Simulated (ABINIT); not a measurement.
# BN (P6_3mc): G0W0 in ABINIT against the screening cutoff in the self-energy

Aim: move the screening cutoff in the self-energy of a G0W0 run on BN (P6_3mc) over a wide range.

Calculated with ABINIT 10.8.3; PBEsol and many-body steps on it, plane waves.

The database entry behind the starting cell has ideal inner coordinates that were not refined, so it need not match the best structure at ambient conditions.

### Step 1. The structure

The structure is hexagonal, space group P6_3mc (No. 186). The conventional cell has a = 2.536 Å, b = 2.536 Å, c = 4.199 Å, α = 90.00°, β = 90.00°, γ = 120.00°. Nearest to B lie 4 N at 1.56 to 1.57 Å. N has 4 B at 1.56 to 1.57 Å nearest. Farther neighbours and most contacts between anions are not listed.

The cell and positions come from the Crystallography Open Database and are kept as given unless a step says otherwise. This is not the form that BN usually takes at ambient conditions.

### Step 2. Screening, 3×3×2 mesh, 45 bands, screening to 176.9 eV

This step: ABINIT 10.8.3; RPA screening on PBEsol, plane waves, norm-conserving pseudopotentials.

The RPA dielectric matrix is built and inverted for each q.

Input file run.abi:

```
acell 3*1.0 Angstrom
rprim 
  2.536000000002 -0.000000000000 0.000000000000
  -1.268000000000 2.196240423999 0.000000000000
  0.000000000000 0.000000000000 4.199000000000
ntypat 2
znucl 5 7
natom 4
typat 1 1 2 2
xred 
  0.666666666667 0.333333333333 0.000000000000
  0.333333333333 0.666666666667 0.500000000000
  0.666666666667 0.333333333333 0.375000000000
  0.333333333333 0.666666666667 0.875000000000
pp_dirpath "pseudos"
pseudos "B.upf, N.upf"
ecut 36
ngkpt 3 3 2
nshiftk 1
shiftk 0 0 0
kptopt 1
chksymbreak 0
istwfk *1
occopt 1
irdwfk 1
optdriver 3
nband 45
ecuteps 6.5
inclvkb 2
awtr 1
symchi 1
indata_prefix "in"
outdata_prefix "out"
tmpdata_prefix "tmp"
```

Launch:

```
> OMP_NUM_THREADS=1 mpirun -n 4 abinit run.abi > log
```

Output:

```text
.Version 10.8.3 of ABINIT. v10.8.2 released Aug 2026.

 Symmetries : space group P6_3 m c (#186); Bravais hP (primitive hexag.)
[... echo of the input left out ...]
== DATASET  1 ==================================================================
-   mpi_nproc: 4, omp_nthreads: 1 (-1 if OMP is not activated)

--- !DatasetInfo
iteration_state: {dtset: 1, }
dimensions: {natom: 4, nkpt: 6, mband: 45, nsppol: 1, nspinor: 1, nspden: 1, mpw: 1677, }
cutoff_energies: {ecut:  36.0, pawecutdg:  -1.0, }
electrons: {nelect:   1.60000000E+01, charge:   0.00000000E+00, occopt:   1.00000000E+00, tsmear:   1.00000000E-02, }

 SCREENING: Calculation of the susceptibility and dielectric matrices

 Based on a program developped by R.W. Godby, V. Olevano, G. Onida, and L. Reining.
 Incorporated in ABINIT by V. Olevano, G.-M. Rignanese, and M. Torrent.
.Using double precision arithmetic ; gwpc =  8

[... cell and pseudopotentials left out ...]
--------------------------------------------------------------------------------

 ==== K-mesh for the wavefunctions ====
 Number of points in the irreducible wedge :     6
[... list of points left out ...]
 Together with 12 symmetry operations and time-reversal symmetry
 yields    18 points in the full Brillouin Zone.

 ==== Q-mesh for the screening function ====
 Number of points in the irreducible wedge :     6
[... list of points left out ...]
 Together with 12 symmetry operations and time-reversal symmetry
 yields    18 points in the full Brillouin Zone.

 setmesh: FFT mesh size selected  =    15x   15x   32
          total number of points  =         7200

 vcoul_init : cutoff-mode = AUXILIARY_FUNCTION
 q-points for optical limit:   1
     1)      0.000010    0.000020    0.000030

- screening: taking advantage of time-reversal symmetry
- Maximum band index for partially occupied states nbvw = 8
- Remaining bands to be divided among processors   nbcw = 37
- Number of bands treated by each node ~9

 Number of electrons calculated from density =   16.0000; Expected =   16.0000
 average of density, n =  0.101379
 r_s =    1.3304
 omega_plasma =   30.7135 [eV]

 calculating chi0 at frequencies [eV] :
  1    0.000000E+00    0.000000E+00
  2    0.000000E+00    3.071353E+01

--------------------------------------------------------------------------------
  q-point number  1        q = ( 0.000000, 0.000000, 0.000000) [r.l.u.]
--------------------------------------------------------------------------------
[... chi0 elements left out ...]
 For q-point:  0.000010 0.000020 0.000030
  dielectric constant =   5.1048
  dielectric constant without local fields =   5.5115

  Average fulfillment of the sum rule on Im[epsilon] for q-point    1 :     63.12  [%]
[... wings left out ...]
  q-point number  2        q = ( 0.333333, 0.000000, 0.000000) [r.l.u.]
--------------------------------------------------------------------------------
[... chi0 elements left out ...]
  Average fulfillment of the sum rule on Im[epsilon] for q-point    2 :     72.82  [%]

 [... 4 further q-points ...]
```

Wall time 4.3 s (4 MPI ranks of Arm Neoverse N1, shared host); peak memory 0.28 GiB; 17 s of CPU time.

This step gave:

```
ε∞ with local fields, on this mesh, along the program's q direction : 5.105
the same without local fields                                       : 5.511
plasma frequency                                                    : 30.71 eV
plane waves in the screening matrix                                 : 135
```

Local fields lower ε∞ by 7 %. On a Γ-centred mesh this coarse the value itself is usually too large, while a short band sum pulls it down.

### Step 3. 0.7 Ha

This step: G0W0 on PBEsol, plane waves, norm-conserving pseudopotentials.

run.abi: that of step 2 with these lines changed.

```diff
@@ -25,8 +25,17 @@
 irdwfk 1
-optdriver 3
+optdriver 4
 nband 45
-ecuteps 6.5
-inclvkb 2
-awtr 1
-symchi 1
+gwcalctyp 0
+ecutsigx 36
+symsigma 1
+nkptgw 2
+kptgw 
+  0.0000000000 0.0000000000 0.0000000000
+  0.3333333333 0.3333333333 0.0000000000
+bdgw 
+  7 10
+  7 11
+ecuteps 0.7
+irdscr 1
+ppmodel 1
 indata_prefix "in"
```

Output:

```text
.Version 10.8.3 of ABINIT. v10.8.2 released Aug 2026.

 Symmetries : space group P6_3 m c (#186); Bravais hP (primitive hexag.)
[... echo of the input left out ...]
== DATASET  1 ==================================================================
-   mpi_nproc: 4, omp_nthreads: 1 (-1 if OMP is not activated)

--- !DatasetInfo
iteration_state: {dtset: 1, }
dimensions: {natom: 4, nkpt: 6, mband: 45, nsppol: 1, nspinor: 1, nspden: 1, mpw: 1677, }
cutoff_energies: {ecut:  36.0, pawecutdg:  -1.0, }
electrons: {nelect:   1.60000000E+01, charge:   0.00000000E+00, occopt:   1.00000000E+00, tsmear:   1.00000000E-02, }

 SIGMA: Calculation of the GW corrections

 Based on a program developped by R.W. Godby, V. Olevano, G. Onida, and L. Reining.
 Incorporated in ABINIT by V. Olevano, G.-M. Rignanese, and M. Torrent.
.Using double precision arithmetic ; gwpc =  8

[... cell and pseudopotentials left out ...]
--------------------------------------------------------------------------------

 ==== K-mesh for the wavefunctions ====
 Number of points in the irreducible wedge :     6
[... list of points left out ...]
 Together with 12 symmetry operations and time-reversal symmetry
 yields    18 points in the full Brillouin Zone.

 ==== Q-mesh for screening function ====
 Number of points in the irreducible wedge :     6
[... list of points left out ...]
 Together with 12 symmetry operations and time-reversal symmetry
 yields    18 points in the full Brillouin Zone.

 vcoul_init : cutoff-mode = AUXILIARY_FUNCTION
 q-points for optical limit:   1
     1)      0.000010    0.000020    0.000030
 setmesh: FFT mesh size selected  =    27x   27x   48
          total number of points  =        34992

 Number of electrons calculated from density =   16.0000; Expected =   16.0000
 average of density, n =  0.101379
 r_s =    1.3304
 omega_plasma =   30.7135 [eV]

 === KS Band Gaps ===
  >>>> For spin  1
   Minimum direct gap =   8.4459 [eV], located at k-point      :   0.0000  0.0000  0.0000
   Fundamental gap    =   5.0411 [eV], Top of valence bands at :   0.0000  0.0000  0.0000
                                       Bottom of conduction at :   0.3333  0.3333  0.0000
 SIGMA fundamental parameters:
 PLASMON POLE MODEL  1
 number of plane-waves for SigmaX                 1677
 number of plane-waves for SigmaC and W              3
 number of plane-waves for wavefunctions          1677
 number of bands                                    45
 number of independent spin polarizations            1
 number of spinorial components                      1
 number of k-points in IBZ                           6
 number of q-points in IBZ                           6
 number of symmetry operations                      12
 number of k-points in BZ                           18
 number of q-points in BZ                           18
 number of frequencies for dSigma/dE                 9
 frequency step for dSigma/dE [eV]                0.25
 number of omega for Sigma on real axis              0
 max omega for Sigma on real axis  [eV]           0.00
 zcut for avoiding poles [eV]                     0.10

 EPSILON^-1 parameters (SCR file):
 dimension of the eps^-1 matrix on file            135
 dimension of the eps^-1 matrix used                 3
 number of plane-waves for wavefunctions          1677
 number of bands                                    45
 number of q-points in IBZ                           6
 number of frequencies                               2
 number of real frequencies                          1
 number of imag frequencies                          1

 matrix elements of self-energy operator (all in [eV])

 Perturbative Calculation

--- !SelfEnergy_ee
iteration_state: {dtset: 1, }
kpoint     : [   0.000,    0.000,    0.000, ]
spin       : 1
KS_gap     :    8.446
QP_gap     :   11.451
Delta_QP_KS:    3.005
data: !SigmaeeData |
     Band     E0 <VxcDFT>   SigX SigC(E0)      Z dSigC/dE  Sig(E)    E-E0       E
        7   8.522 -18.525 -22.211   3.261   0.882  -0.134 -18.900  -0.375   8.147
        8   8.522 -18.525 -22.211   3.261   0.882  -0.134 -18.900  -0.375   8.147
        9  16.968 -13.576  -6.745  -3.845   0.881  -0.135 -10.945   2.631  19.599
       10  16.968 -13.576  -6.745  -3.845   0.881  -0.135 -10.945   2.631  19.599

--- !SelfEnergy_ee
iteration_state: {dtset: 1, }
kpoint     : [   0.333,    0.333,    0.000, ]
spin       : 1
KS_gap     :   10.530
QP_gap     :   13.434
Delta_QP_KS:    2.904
data: !SigmaeeData |
     Band     E0 <VxcDFT>   SigX SigC(E0)      Z dSigC/dE  Sig(E)    E-E0       E
        7   3.033 -16.107 -21.018   3.769   0.871  -0.148 -17.101  -0.994   2.039
        8   3.033 -16.108 -21.018   3.769   0.871  -0.148 -17.101  -0.994   2.040
        9  13.563 -12.056  -6.379  -3.522   0.886  -0.128 -10.146   1.910  15.473
       10  22.069 -15.753  -7.525  -4.199   0.872  -0.147 -12.239   3.514  25.583
       11  22.069 -15.753  -7.525  -4.199   0.872  -0.147 -12.239   3.514  25.583

== END DATASET(S) ==============================================================
================================================================================

 -outvars: echo values of variables after computation  --------
           etotal      0.0000000000E+00
            nband          45
             nkpt           6
          spgroup         186
 [... the other variables as echoed above ...]

 Calculation completed.
```

Wall time 3.1 s (4 MPI ranks); peak memory 0.25 GiB; 12 s of CPU time.

Numbers from this step:

```yaml
g0w0_gap_on_the_points_computed: 7.326 eV
starting_gap_on_the_mesh: 5.041 eV
k_of_the_valence_top: 0, 0, 0
k_of_the_conduction_bottom: 0.3333, 0.3333, 0
z_at_the_valence_top: 0.882
z_at_the_conduction_bottom: 0.886
least_direct_g0w0_gap_on_the_computed_points: 11.45 eV
```

### Step 4. 1.3 Ha

run.abi: that of step 3 with these lines changed.

```diff
@@ -37,3 +37,3 @@
   7 11
-ecuteps 0.7
+ecuteps 1.3
 irdscr 1
```

Output:

```text
.Version 10.8.3 of ABINIT. v10.8.2 released Aug 2026.

 Symmetries : space group P6_3 m c (#186); Bravais hP (primitive hexag.)
[... echo of the input left out ...]
== DATASET  1 ==================================================================
-   mpi_nproc: 4, omp_nthreads: 1 (-1 if OMP is not activated)

--- !DatasetInfo
iteration_state: {dtset: 1, }
dimensions: {natom: 4, nkpt: 6, mband: 45, nsppol: 1, nspinor: 1, nspden: 1, mpw: 1677, }
cutoff_energies: {ecut:  36.0, pawecutdg:  -1.0, }
electrons: {nelect:   1.60000000E+01, charge:   0.00000000E+00, occopt:   1.00000000E+00, tsmear:   1.00000000E-02, }

 SIGMA: Calculation of the GW corrections

 Based on a program developped by R.W. Godby, V. Olevano, G. Onida, and L. Reining.
 Incorporated in ABINIT by V. Olevano, G.-M. Rignanese, and M. Torrent.
.Using double precision arithmetic ; gwpc =  8

[... cell and pseudopotentials left out ...]
--------------------------------------------------------------------------------

 ==== K-mesh for the wavefunctions ====
 Number of points in the irreducible wedge :     6
[... list of points left out ...]
 Together with 12 symmetry operations and time-reversal symmetry
 yields    18 points in the full Brillouin Zone.

 ==== Q-mesh for screening function ====
 Number of points in the irreducible wedge :     6
[... list of points left out ...]
 Together with 12 symmetry operations and time-reversal symmetry
 yields    18 points in the full Brillouin Zone.

 vcoul_init : cutoff-mode = AUXILIARY_FUNCTION
 q-points for optical limit:   1
     1)      0.000010    0.000020    0.000030
 setmesh: FFT mesh size selected  =    27x   27x   48
          total number of points  =        34992

 Number of electrons calculated from density =   16.0000; Expected =   16.0000
[...]
number of omega for Sigma on real axis              0
 max omega for Sigma on real axis  [eV]           0.00
 zcut for avoiding poles [eV]                     0.10

 EPSILON^-1 parameters (SCR file):
 dimension of the eps^-1 matrix on file            135
 dimension of the eps^-1 matrix used                11
 number of plane-waves for wavefunctions          1677
 number of bands                                    45
 number of q-points in IBZ                           6
 number of frequencies                               2
 number of real frequencies                          1
 number of imag frequencies                          1

 matrix elements of self-energy operator (all in [eV])

 Perturbative Calculation

--- !SelfEnergy_ee
iteration_state: {dtset: 1, }
kpoint     : [   0.000,    0.000,    0.000, ]
spin       : 1
KS_gap     :    8.446
QP_gap     :   10.972
Delta_QP_KS:    2.526
data: !SigmaeeData |
     Band     E0 <VxcDFT>   SigX SigC(E0)      Z dSigC/dE  Sig(E)    E-E0       E
        7   8.522 -18.525 -22.211   3.424   0.866  -0.155 -18.753  -0.227   8.295
        8   8.522 -18.525 -22.211   3.424   0.866  -0.155 -18.753  -0.227   8.295
        9  16.968 -13.576  -6.745  -4.182   0.868  -0.152 -11.277   2.299  19.267
[...]
--- !SelfEnergy_ee
iteration_state: {dtset: 1, }
kpoint     : [   0.333,    0.333,    0.000, ]
spin       : 1
KS_gap     :   10.530
QP_gap     :   12.890
Delta_QP_KS:    2.360
data: !SigmaeeData |
     Band     E0 <VxcDFT>   SigX SigC(E0)      Z dSigC/dE  Sig(E)    E-E0       E
[...]
10  22.069 -15.753  -7.525  -4.949   0.852  -0.173 -12.959   2.794  24.863
       11  22.069 -15.753  -7.525  -4.949   0.852  -0.173 -12.959   2.795  24.863

== END DATASET(S) ==============================================================
================================================================================

 -outvars: echo values of variables after computation  --------
           etotal      0.0000000000E+00
            nband          45
             nkpt           6
          spgroup         186
 [... the other variables as echoed above ...]

 Calculation completed.
```

The job ended after 3.2 s (4 MPI ranks; peak memory 0.29 GiB).

This step gave:

| Quantity | Value |
| --- | --- |
| G0W0 gap on the points computed | 6.895 eV |
| starting gap on the mesh | 5.041 eV |
| k of the valence top | 0, 0, 0 |
| k of the conduction bottom | 0.3333, 0.3333, 0 |
| Z at the valence top | 0.866 |
| Z at the conduction bottom | 0.875 |
| least direct G0W0 gap on the computed points | 10.97 eV |

### Step 5. 2.3 Ha

The self-energy is evaluated for the states that the input lists, and the levels follow from it, in one-shot runs by the linearised quasiparticle equation.

run.abi: that of step 4 with these lines changed.

```diff
@@ -37,3 +37,3 @@
   7 11
-ecuteps 1.3
+ecuteps 2.3
 irdscr 1
```

Output:

```text
.Version 10.8.3 of ABINIT. v10.8.2 released Aug 2026.

 Symmetries : space group P6_3 m c (#186); Bravais hP (primitive hexag.)
[... echo of the input left out ...]
== DATASET  1 ==================================================================
-   mpi_nproc: 4, omp_nthreads: 1 (-1 if OMP is not activated)

--- !DatasetInfo
iteration_state: {dtset: 1, }
dimensions: {natom: 4, nkpt: 6, mband: 45, nsppol: 1, nspinor: 1, nspden: 1, mpw: 1677, }
cutoff_energies: {ecut:  36.0, pawecutdg:  -1.0, }
[...]
Band     E0 <VxcDFT>   SigX SigC(E0)      Z dSigC/dE  Sig(E)    E-E0       E
[...]
10  22.069 -15.753  -7.525  -5.435   0.835  -0.197 -13.420   2.333  24.402
       11  22.069 -15.753  -7.525  -5.435   0.835  -0.197 -13.420   2.333  24.402

== END DATASET(S) ==============================================================
================================================================================

 -outvars: echo values of variables after computation  --------
           etotal      0.0000000000E+00
            nband          45
             nkpt           6
          spgroup         186
 [... the other variables as echoed above ...]

 Calculation completed.
```

Wall time 3.2 s (4 MPI ranks); peak memory 0.29 GiB; 13 s of CPU time.

Numbers from this step:

| Property | Result |
| --- | --- |
| G0W0 gap on the points computed | 6.501 eV |
| starting gap on the mesh | 5.041 eV |
| k of the valence top | 0, 0, 0 |
| k of the conduction bottom | 0.3333, 0.3333, 0 |
| least direct G0W0 gap on the computed points | 10.54 eV |

The gap on the mesh goes from 5.04 eV to 6.50 eV, a correction of +1.46 eV.

[end of part 1 of 2]

[Paths, hosts, dates, memory and timing lines, banners, echoed tables and standing remarks are left out of the program output.]

[Logs are printed without paths, hosts, clocks, repeated set-up lines and the standing remarks that a program may print on its own settings, such as how far it seeks lower states.]

[Runs of the session that timed out or met a known fault of the program may be left out.]

[Hosts, paths, dates, database ids (printed as entryN), source tags and the programs' standing remarks are cut or masked in the printed files.]

[G0W0 gaps are taken among the corrected bands and points alone; a level outside them can change the order at an edge.]

[Where Ansatz stands beside ABINIT at settings called matched, ABINIT's density can come from a denser mesh and the files from another edition; pairs whose starting gaps differed by over 0.03 eV were left out, so agreement reads better than it is.]
